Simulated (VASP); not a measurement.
# PbS: restarted molecular dynamics, 2 variants

PbS, Pma2 (no. 28), 8 atoms in the cell. PBE, molecular dynamics; PAW potentials Pb, S (PBE set).

| Restart from | Temperature at the end (K) | The same without a restart (K) | Potential energy at the end (eV/atom) | The same without a restart (eV/atom) | Electronic steps in the first step after the restart | Time (s) |
|---|---|---|---|---|---|---|
| CONTCAR with velocities, WAVECAR read | 297.0 | 297.0 | -4.20891 | -4.20891 | 4 | 223 |
| CONTCAR with velocities, no WAVECAR | 297.0 | 297.0 | -4.20891 | -4.20891 | 16 | 216 |

Limits: 120 fs of 8 atoms are too short for converged averages.

## Input of the first row

INCAR.step1:
```
GGA = PE ; PREC = Normal
ENCUT = 260 ; EDIFF = 1E-6
NELMIN = 4 ; NELM = 60
ALGO = Normal ; LREAL = Auto
LASPH = True ; ISMEAR = 0
SIGMA = 0.05 ; ISYM = 0
LWAVE = True ; LCHARG = False
IBRION = 0 ; NSW = 30
POTIM = 2.0 ; TEBEG = 600
ISIF = 2 ; RANDOM_SEED = 121052 0 0
MDALGO = 1 ; ANDERSEN_PROB = 0.0
KPAR = 2
```

INCAR.step2, as INCAR.step1 but for:
```
- LWAVE = True
+ LWAVE = False
```

KPOINTS:
```
k-points
0
Monkhorst-Pack
  2 2 2
```

POSCAR.step1:
```
PbS
1.0
    7.0038670000      0.0000000000      0.0000000000
    0.0000000000      6.1458720000      0.0000000000
    0.0000000000      0.0000000000      6.2773720000
Pb S
4 4
Direct
    0.2500000000      0.8356000000      0.5465340000
    0.7500000000      0.1644000000      0.5465340000
    0.7500000000      0.6946280000      0.0008990000
    0.2500000000      0.3053720000      0.0008990000
    0.7500000000      0.7531320000      0.4120830000
    0.2500000000      0.2468680000      0.4120830000
    0.5000000000      0.0000000000      0.8603830000
    0.0000000000      0.0000000000      0.8603830000
```

Commands (each step's output is kept before the next begins):
```
cat potpaw_PBE.64/Pb/POTCAR potpaw_PBE.64/S/POTCAR > POTCAR
cp INCAR.step1 INCAR
cp POSCAR.step1 POSCAR
mpirun -np 2 vasp_std > vasp.out
cp CONTCAR POSCAR
cp INCAR.step2 INCAR
mpirun -np 2 vasp_std > vasp.out
```

Changes of the last row against the first:
```
(step 1)
- LWAVE = True
+ LWAVE = False
```

VASP 6.6.1 took 223 s on 2 cores (Intel Xeon Platinum 8259CL @ 2.50GHz (Skylake/Cascade Lake)), a shared host.
